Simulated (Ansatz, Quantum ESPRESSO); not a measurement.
# BaS (Fm-3m): phonons by linear response, part 2 of 4

How does BaS (Fm-3m) vibrate, and is this structure a minimum?

Quantum ESPRESSO 7.5; DFT PBE, scalar-relativistic, plane waves, PseudoDojo norm-conserving pseudopotentials.

So far. Step 2 (A first look): A gap of 2.2 eV opens on this mesh, so the crystal is taken as an insulator; the start stands at 0.78 GPa. Step 4 (Self-consistent run for the response): The cell stands at 0.002 GPa, close enough for phonons. The relaxed cell has a = 6.426 Å (conventional setting).

### Step 5. Linear response on the mesh

Linear response treats each wavevector in the unit cell, with no supercell; the 2×2×2 mesh fixes the range of the force constants to be had.

File ph.in:

```
phonons
&INPUTPH
  prefix = 'x'
  outdir = './tmp'
  fildyn = 'x.dyn'
  tr2_ph = 1.0d-18
  epsil  = .true.
  ldisp  = .true.
  nq1    = 2
  nq2    = 2
  nq3    = 2
/
```

Started as:

```
$ OMP_NUM_THREADS=1 mpirun -n 2 ph.x -nk 2 -in ph.in > ph.out
```

Numbers of over 12 decimals in the logs are rounded to 6 here.

Log:

```text
[banners, grids, parts of the stress and lines that vanish by symmetry left out]
[banner, memory and clock lines left out]
Program PHONON v.7.5

     ./tmp/x.save/

     IMPORTANT: XC functional enforced from input :
     Exchange-correlation= PBE
                           (   1   4   3   4   0   0   0)
     Any further DFT definition will be discarded
     Please, verify this is what you really want

     G-vector sticks info

     Reading collected, re-writing distributed wavefunctions in ./tmp/

     Dynamical matrices for ( 2, 2, 2)  uniform grid of q-points
     (   3 q-points):
       N         xq(1)         xq(2)         xq(3)
       1   0.000000000   0.000000000   0.000000000
       2   0.500000000  -0.500000000   0.500000000
       3   0.000000000  -1.000000000   0.000000000

     Number and degeneracy of irreps per q-point
       N         xq(1)         xq(2)         xq(3)   N irreps
       1   0.000000000   0.000000000   0.000000000       2
        3   3
       2   0.500000000  -0.500000000   0.500000000       4
        1   2   1   2
       3   0.000000000  -1.000000000   0.000000000       4
        1   1   2   2

     Calculation of q =    0.0000000   0.0000000   0.0000000

     phonons

     bravais-lattice index     =            2
     lattice parameter (alat)  =      12.1427  a.u.
     unit-cell volume          =     447.5927 (a.u.)^3
     number of atoms/cell      =            2
     number of atomic types    =            2
     kinetic-energy cut-off    =      57.0000  Ry
     charge density cut-off    =     228.0000  Ry
     convergence threshold     =      1.0E-18
     beta                      =       0.7000
     number of iterations used =            4
     Exchange-correlation= PBE
                           (   1   4   3   4   0   0   0)

     celldm(1)=   12.14267  celldm(2)=    0.00000  celldm(3)=    0.00000
     celldm(4)=    0.00000  celldm(5)=    0.00000  celldm(6)=    0.00000

     crystal axes: (cart. coord. in units of alat)
               a(1) = ( -0.5000  0.0000  0.5000 )
               a(2) = (  0.0000  0.5000  0.5000 )
               a(3) = ( -0.5000  0.5000  0.0000 )

     reciprocal axes: (cart. coord. in units 2 pi/alat)
               b(1) = ( -1.0000 -1.0000  1.0000 )
               b(2) = (  1.0000  1.0000  1.0000 )
               b(3) = ( -1.0000  1.0000 -1.0000 )

     Atoms inside the unit cell:

     Cartesian axes

     site n.  atom      mass           positions (alat units)
        1  Ba    137.3270   tau(    1) = (    0.00000    0.00000    0.00000  )
        2  S      32.0600   tau(    2) = (   -0.50000    0.50000    0.50000  )

     Computing dynamical matrix for
                    q = (   0.0000000   0.0000000   0.0000000 )

     49 Sym.Ops. (with q -> -q+G )

     G cutoff =  851.5375  (  26133 G-vectors)     FFT grid: ( 45, 45, 45)
     number of k points=    16

     PseudoPot. # 1 for Ba read from file:
     ./pseudo/Ba.upf
     Pseudo is Norm-conserving + core correction, Zval = 10.0

     PseudoPot. # 2 for S  read from file:
     ./pseudo/S.upf
     Pseudo is Norm-conserving + core correction, Zval =  6.0

     Mode symmetry, O_h (m-3m)  point group:

     Electric field:
     Dielectric constant
     Born effective charges in two ways

     Atomic displacements:
     There are    2 irreducible representations

     Representation     1      3 modes -  To be done

     Representation     2      3 modes -  To be done

     Alpha used in Ewald sum =   2.3000

     Electric Fields Calculation

      thresh= 1.000E-02 alpha_mix =  0.700 |ddv_scf|^2 =  9.450E-08

      [... iterations left out ...]
      thresh= 1.056E-10 alpha_mix =  0.700 |ddv_scf|^2 =  1.425E-20

     End of electric fields calculation

          Dielectric constant in cartesian axis

          (       4.777418617      -0.000000000      -0.000000000 )
          (      -0.000000000       4.777418617      -0.000000000 )
          (       0.000000000       0.000000000       4.777418617 )

          Effective charges (d Force / dE) in cartesian axis without acoustic sum rule applied (asr)

           atom    1  Ba    Mean Z*:        2.60554
      Ex  (        2.60554        0.00000       -0.00000 )
      Ey  (        0.00000        2.60554        0.00000 )
      Ez  (       -0.00000       -0.00000        2.60554 )
           atom    2  S     Mean Z*:       -2.61326
      Ex  (       -2.61326       -0.00000        0.00000 )
      Ey  (       -0.00000       -2.61326       -0.00000 )
      Ez  (        0.00000        0.00000       -2.61326 )

          Effective charges Sum: Mean:       -0.00772
             -0.00772       -0.00000       -0.00000
             -0.00000       -0.00772        0.00000
             -0.00000       -0.00000       -0.00772

          Effective charges (d Force / dE) in cartesian axis with asr applied:
           atom    1  Ba    Mean Z*:        2.60940
      E*x (        2.60940        0.00000       -0.00000 )
      E*y (        0.00000        2.60940        0.00000 )
      E*z (       -0.00000       -0.00000        2.60940 )
           atom    2  S     Mean Z*:       -2.60940
      E*x (       -2.60940       -0.00000        0.00000 )
      E*y (       -0.00000       -2.60940       -0.00000 )
      E*z (        0.00000        0.00000       -2.60940 )

     Representation #   1 modes #   1   2   3

     Self-consistent Calculation

      thresh= 1.000E-02 alpha_mix =  0.700 |ddv_scf|^2 =  1.394E-07

      [... iterations left out ...]
      thresh= 7.355E-10 alpha_mix =  0.700 |ddv_scf|^2 =  8.382E-19

     End of self-consistent calculation

     Convergence has been achieved

     Representation #   2 modes #   4   5   6

     Self-consistent Calculation

      thresh= 1.000E-02 alpha_mix =  0.700 |ddv_scf|^2 =  1.981E-07

      [... iterations left out ...]
      thresh= 8.799E-10 alpha_mix =  0.700 |ddv_scf|^2 =  3.505E-19

     End of self-consistent calculation

     Convergence has been achieved

     Number of q in the star =    1
     List of q in the star:
          1   0.000000000   0.000000000   0.000000000

          Dielectric constant in cartesian axis

          (       4.777418617      -0.000000000      -0.000000000 )
          (      -0.000000000       4.777418617      -0.000000000 )
          (       0.000000000       0.000000000       4.777418617 )

          Effective charges (d Force / dE) in cartesian axis without acoustic sum rule applied (asr)

           atom    1  Ba    Mean Z*:        2.60554
      Ex  (        2.60554        0.00000       -0.00000 )
      Ey  (        0.00000        2.60554        0.00000 )
      Ez  (       -0.00000       -0.00000        2.60554 )
           atom    2  S     Mean Z*:       -2.61326
      Ex  (       -2.61326       -0.00000        0.00000 )
      Ey  (       -0.00000       -2.61326       -0.00000 )
      Ez  (        0.00000        0.00000       -2.61326 )

          Effective charges Sum: Mean:       -0.00772
             -0.00772       -0.00000       -0.00000
             -0.00000       -0.00772        0.00000
             -0.00000       -0.00000       -0.00772

          Effective charges (d Force / dE) in cartesian axis with asr applied:
           atom    1  Ba    Mean Z*:        2.60940
      E*x (        2.60940        0.00000       -0.00000 )
      E*y (        0.00000        2.60940        0.00000 )
      E*z (       -0.00000       -0.00000        2.60940 )
           atom    2  S     Mean Z*:       -2.60940
      E*x (       -2.60940       -0.00000        0.00000 )
      E*y (       -0.00000       -2.60940       -0.00000 )
      E*z (        0.00000        0.00000       -2.60940 )

          Effective charges (d P / du) in cartesian axis

           atom      1Ba
      Px  (        2.60554       -0.00000       -0.00000 )
      Py  (       -0.00000        2.60554       -0.00000 )
      Pz  (       -0.00000       -0.00000        2.60554 )
           atom      2S
      Px  (       -2.61328        0.00000        0.00000 )
      Py  (        0.00000       -2.61328       -0.00000 )
      Pz  (        0.00000       -0.00000       -2.61328 )

     Diagonalizing the dynamical matrix

     q = (    0.000000000   0.000000000   0.000000000 )

 **************************************************************************
     freq (    1) =      -0.035438 [THz] =      -1.182088 [cm-1]
     freq (    2) =      -0.035438 [THz] =      -1.182088 [cm-1]
     freq (    3) =      -0.035438 [THz] =      -1.182088 [cm-1]
     freq (    4) =       4.058015 [THz] =     135.360822 [cm-1]
     freq (    5) =       4.058015 [THz] =     135.360822 [cm-1]
     freq (    6) =       4.058015 [THz] =     135.360822 [cm-1]
 **************************************************************************

     Mode symmetry, O_h (m-3m)  point group:

     freq (   1-   3) =         -1.2  [cm-1]   --> T_1u G_15  G_4- I
     freq (   4-   6) =        135.4  [cm-1]   --> T_1u G_15  G_4- I

     Calculation of q =    0.5000000  -0.5000000   0.5000000
     [... set-up and bands at k+q left out ...]

     Mode symmetry, D_3d (-3m)  point group:

     Atomic displacements:
     There are    4 irreducible representations

     Representation     1      1 modes -  To be done

     Representation     2      2 modes -  To be done

     Representation     3      1 modes -  To be done

     Representation     4      2 modes -  To be done

     Message from routine init_vloc:
     Interpolation table for Vloc re-allocated

     Alpha used in Ewald sum =   2.3000

     Representation #   1 mode #   1

     Self-consistent Calculation

      thresh= 1.000E-02 alpha_mix =  0.700 |ddv_scf|^2 =  3.495E-05

      [... iterations left out ...]
      thresh= 1.123E-10 alpha_mix =  0.700 |ddv_scf|^2 =  3.380E-19

     End of self-consistent calculation

     Convergence has been achieved

     Representation #   2 modes #   2   3

     Self-consistent Calculation

[...]
[... iterations left out ...]
[...]
End of self-consistent calculation

     Convergence has been achieved

     Representation #   3 mode #   4

     Self-consistent Calculation

[...]
[... iterations left out ...]
[...]
End of self-consistent calculation

     Convergence has been achieved

     Representation #   4 modes #   5   6

     Self-consistent Calculation

[...]
[... iterations left out ...]
[...]
End of self-consistent calculation

     Convergence has been achieved

     Number of q in the star =    4
     List of q in the star:
          1   0.500000000  -0.500000000   0.500000000
          2   0.500000000   0.500000000  -0.500000000
          3  -0.500000000  -0.500000000  -0.500000000
          4   0.500000000  -0.500000000  -0.500000000

     Diagonalizing the dynamical matrix

     q = (    0.500000000  -0.500000000   0.500000000 )

 **************************************************************************
     freq (    1) =       2.065242 [THz] =      68.889054 [cm-1]
     freq (    2) =       2.065242 [THz] =      68.889054 [cm-1]
     freq (    3) =       3.890003 [THz] =     129.756540 [cm-1]
     freq (    4) =       4.719234 [THz] =     157.416693 [cm-1]
     freq (    5) =       4.719234 [THz] =     157.416693 [cm-1]
     freq (    6) =       6.590530 [THz] =     219.836412 [cm-1]
 **************************************************************************

     Mode symmetry, D_3d (-3m)  point group:

     freq (   1-   2) =         68.9  [cm-1]   --> E_u  L_3'
     freq (   3-   3) =        129.8  [cm-1]   --> A_2u L_2'
     freq (   4-   5) =        157.4  [cm-1]   --> E_g  L_3
     freq (   6-   6) =        219.8  [cm-1]   --> A_1g L_1

     Calculation of q =    0.0000000  -1.0000000   0.0000000
     [... set-up and bands at k+q left out ...]

     Mode symmetry, D_4h(4/mmm) point group:

     Atomic displacements:
     There are    4 irreducible representations

     Representation     1      1 modes -  To be done

     Representation     2      1 modes -  To be done

     Representation     3      2 modes -  To be done

     Representation     4      2 modes -  To be done

     Alpha used in Ewald sum =   2.3000

     Representation #   1 mode #   1

     Self-consistent Calculation

[...]
[... iterations left out ...]
[...]
End of self-consistent calculation

     Convergence has been achieved

     Representation #   2 mode #   2

     Self-consistent Calculation

[...]
[... iterations left out ...]
[...]
End of self-consistent calculation

     Convergence has been achieved

     Representation #   3 modes #   3   4

     Self-consistent Calculation

      thresh= 1.000E-02 alpha_mix =  0.700 |ddv_scf|^2 =  6.840E-07

      [... iterations left out ...]
      thresh= 1.933E-10 alpha_mix =  0.700 |ddv_scf|^2 =  8.264E-20

     End of self-consistent calculation

     Convergence has been achieved

     Representation #   4 modes #   5   6

     Self-consistent Calculation

      thresh= 1.000E-02 alpha_mix =  0.700 |ddv_scf|^2 =  1.082E-06

      [... iterations left out ...]
      thresh= 1.804E-10 alpha_mix =  0.700 |ddv_scf|^2 =  2.681E-19

     End of self-consistent calculation

     Convergence has been achieved

     Number of q in the star =    3
     List of q in the star:
          1   0.000000000  -1.000000000   0.000000000
          2  -1.000000000   0.000000000   0.000000000
          3   0.000000000   0.000000000   1.000000000

     Diagonalizing the dynamical matrix

     q = (    0.000000000  -1.000000000   0.000000000 )

 **************************************************************************
     freq (    1) =       1.909712 [THz] =      63.701119 [cm-1]
     freq (    2) =       1.909712 [THz] =      63.701119 [cm-1]
     freq (    3) =       2.979998 [THz] =      99.402020 [cm-1]
     freq (    4) =       4.355436 [THz] =     145.281720 [cm-1]
     freq (    5) =       4.355436 [THz] =     145.281720 [cm-1]
     freq (    6) =       5.087079 [THz] =     169.686676 [cm-1]
 **************************************************************************

     Mode symmetry, D_4h(4/mmm) point group:

     freq (   1-   2) =         63.7  [cm-1]   --> E_u  X_5' M_5'
     freq (   3-   3) =         99.4  [cm-1]   --> A_2u X_4' M_4'
     freq (   4-   5) =        145.3  [cm-1]   --> E_u  X_5' M_5'
     freq (   6-   6) =        169.7  [cm-1]   --> A_2u X_4' M_4'
```

Wall time 8.4 min (2 MPI ranks of Arm Neoverse V2, shared host); 17 min of CPU time.

Read from the output:

```yaml
miss_of_the_charge_sum_rule: 0.007720 e
largest_acoustic_frequency_at_the_zone_centre_before_the_sum_rule: -1.18 cm⁻¹
highest_optical_zone_centre_mode_no_lo_to_term: 135.4 cm⁻¹
lowest_optical_zone_centre_mode: 135.4 cm⁻¹
mean_high_frequency_dielectric_constant: 4.777
largest_born_charge_in_size_third_of_the_trace: 2.613 e
lowest_mode_on_the_q_mesh_acoustic_ones_at_the_zone_centre_apart: 63.7 cm⁻¹
```

Frequencies (cm⁻¹) at each irreducible wavevector; negative means imaginary. Frequencies by wavevector:

| q (fractions) | star | mode 1 | mode 2 | mode 3 | mode 4 | mode 5 | mode 6 |
| --- | --- | --- | --- | --- | --- | --- | --- |
| 0 0 0 | 1 | -1.18 | -1.18 | -1.18 | 135.4 | 135.4 | 135.4 |
| 0 0 -0.5 | 4 | 68.89 | 68.89 | 129.8 | 157.4 | 157.4 | 219.8 |
| 0 -0.5 -0.5 | 3 | 63.7 | 63.7 | 99.4 | 145.3 | 145.3 | 169.7 |

Optical modes; normalised displacements of the dynamical-matrix file. Modes at Γ, with each element's share of the kinetic energy:

| mode | frequency (cm⁻¹) | symmetry | Ba % | S % |
| --- | --- | --- | --- | --- |
| 1 | 135.4 | T1u | 19 | 81 |
| 2 | 135.4 | T1u | 19 | 81 |
| 3 | 135.4 | T1u | 19 | 81 |

Displacements in mode 2 (135.4 cm⁻¹), the largest set to 1:
```
Ba1  0.00  0.00 -0.23
S2   0.00  0.00  1.00
```

Born charge (rows field, columns displacement), before the sum rule (e), principal values of the symmetric part by kind of site:

| atom | atoms with these values | low | middle | high | mean |
| --- | --- | --- | --- | --- | --- |
| Ba1 | 1 | 2.61 | 2.61 | 2.61 | 2.61 |
| S2 | 1 | -2.61 | -2.61 | -2.61 | -2.61 |

In full for Ba1:

```
2.61 0.00 0.00
0.00 2.61 0.00
0.00 0.00 2.61
```

High-frequency dielectric tensor:

```
4.78 0.00 0.00
0.00 4.78 0.00
0.00 0.00 4.78
```

The acoustic modes at Γ come out as far as 1.2 cm⁻¹ from zero, where they should vanish, a small numerical error; the Born charges miss their sum rule by 0.0077 e, which is good.

### Step 6. Force constants in real space

The dynamical matrices of the mesh are Fourier-transformed to force constants in real space, after the long-range dipole part is taken out.

File q2r.in:

```
&INPUT
  fildyn = 'x.dyn'
  zasr   = 'crystal'
  flfrc  = 'x.fc'
/
```

Started as:

```
$ q2r.x < q2r.in > q2r.out
```

Log:

```text
[banners, grids, parts of the stress and lines that vanish by symmetry left out]
[banner, memory and clock lines left out]
Program Q2R v.7.5

  reading grid info from file x.dyn0

  reading force constants from file x.dyn1
 macroscopic fields = T
   4.77742  -0.00000   0.00000
  -0.00000   4.77742   0.00000
[...]
na=            1
[...]
na=            2
[...]
-0.00000  -2.61326  -0.00000
   0.00000   0.00000  -2.61326
  Norm of the difference between old and new effective charges:    0.0094561
  alpha Ewald:    3.734813
  nqs=            1
 q=   0.00000000  0.00000000  0.00000000
  reading force constants from file x.dyn2
  alpha Ewald:    3.734813
  nqs=            4
 q=   0.50000000 -0.50000000  0.50000000
[...]
reading force constants from file x.dyn3
  alpha Ewald:    3.734813
  nqs=            3
[...]
q=  -1.00000000  0.00000000  0.00000000
 q=   0.00000000  0.00000000  1.00000000

      q-space grid ok, #points =    8

      fft-check success (sum of imaginary terms < 10^-12)
```

Wall time 0.47 s (1 thread).

### Step 7. Dispersion

From the force constants any wavevector is cheap; points of the mesh come back as solved, but for the sum rule and, in polar crystals, the LO-TO term at Γ; the rest is interpolation.

File matdyn.in:

```
&INPUT
  asr              = 'crystal'
  flfrc            = 'x.fc'
  flfrq            = 'x.freq'
  flvec            = 'x.modes'
  q_in_band_form   = .true.
  q_in_cryst_coord = .true.
/
8
  0.0000000   0.0000000   0.0000000  12  ! GAMMA
 -0.0000000   0.5000000   0.5000000  12  ! X
 -0.0000000   0.6250000   0.3750000   1  ! U
 -0.3750000   0.3750000   0.0000000  12  ! K
  0.0000000   0.0000000   0.0000000  12  ! GAMMA
 -0.0000000   0.5000000  -0.0000000  12  ! L
 -0.2500000   0.5000000   0.2500000  12  ! W
 -0.0000000   0.5000000   0.5000000   1  ! X
```

Started as:

```
$ matdyn.x -in matdyn.in > matdyn.out
```

Log:

```text
[banner, memory and clock lines left out]
Program MATDYN v.7.5

 mass for atomic type   1 not given; uses mass from file x.fc
 mass for atomic type   2 not given; uses mass from file x.fc
 Norm of the difference between old and new effective charges:    6.504e-17

 Norm of the difference between old and new force-constants:   6.65556e-06
```

Wall time 0.5 s (1 thread).

Numbers from this step:

```
lowest frequency on the path : 0 cm⁻¹
```

Matdyn.x, sum rule crystal. The phonon branches at the labelled points (cm⁻¹):

| point | branch 1 | branch 2 | branch 3 | branch 4 | branch 5 | branch 6 |
| --- | --- | --- | --- | --- | --- | --- |
| Γ | 0 | 0 | 0 | 135 | 135 | 243 |
| halfway | 54 | 54 | 88 | 150 | 150 | 212 |
| X | 64 | 64 | 99 | 145 | 145 | 170 |
| halfway | 64 | 74 | 98 | 146 | 151 | 170 |
| U | 66 | 94 | 94 | 148 | 166 | 170 |
| jump to K | 66 | 94 | 94 | 148 | 166 | 170 |
| halfway | 58 | 64 | 95 | 143 | 158 | 222 |
| Γ | 0 | 0 | 0 | 135 | 135 | 243 |
| halfway | 53 | 53 | 87 | 145 | 145 | 234 |
| L | 69 | 69 | 130 | 157 | 157 | 220 |
| halfway | 69 | 79 | 115 | 153 | 162 | 196 |
| W | 84 | 87 | 87 | 154 | 165 | 165 |
| halfway | 73 | 75 | 97 | 150 | 153 | 170 |
| X | 64 | 64 | 99 | 145 | 145 | 170 |

The phonon branches as a text plot (rows in cm⁻¹):

```
    238 |****                     ***********
    228 |    *                   *           ***
    218 |     *                **               *****
    207 |      *              *                      *
    197 |       *            *                        *
    187 |        **         *                          *
    177 |          *      **                            *
    167 |           ************                       **********
    157 |               *       **             ********  *****
    147 |    ******************** **       ****        **    ****
    137 |****                    **********
    127 |                                       *****
    116 |                                      *     **
    106 |         *       ******              *        *
     96 |       ** *******      *            *          **  *****
     86 |      *         *****   *          *          ******
     76 |     *        **     **           *        ******  ***
     66 |    *   **************** *           *********       ***
     56 |   *  **               ** *      * **
     46 |    **                   *      * *
     35 |  **                      **   * *
     25 |  *                        *   **
     15 | *                          **
      5 |*                             *
         Γ           X  U|K            Γ         L        W     X
```

All branches are real along the path.

(Continued in part 3 of 4.)

[Host names and launcher messages were left out of these logs when they were recorded.]

[Logs are printed without paths, hosts, clocks, repeated set-up lines and the standing remarks that a program may print on its own settings, such as how far it seeks lower states.]

[Hosts, paths, dates, database ids (printed as entryN), source tags and the programs' standing remarks are cut or masked in the printed files.]
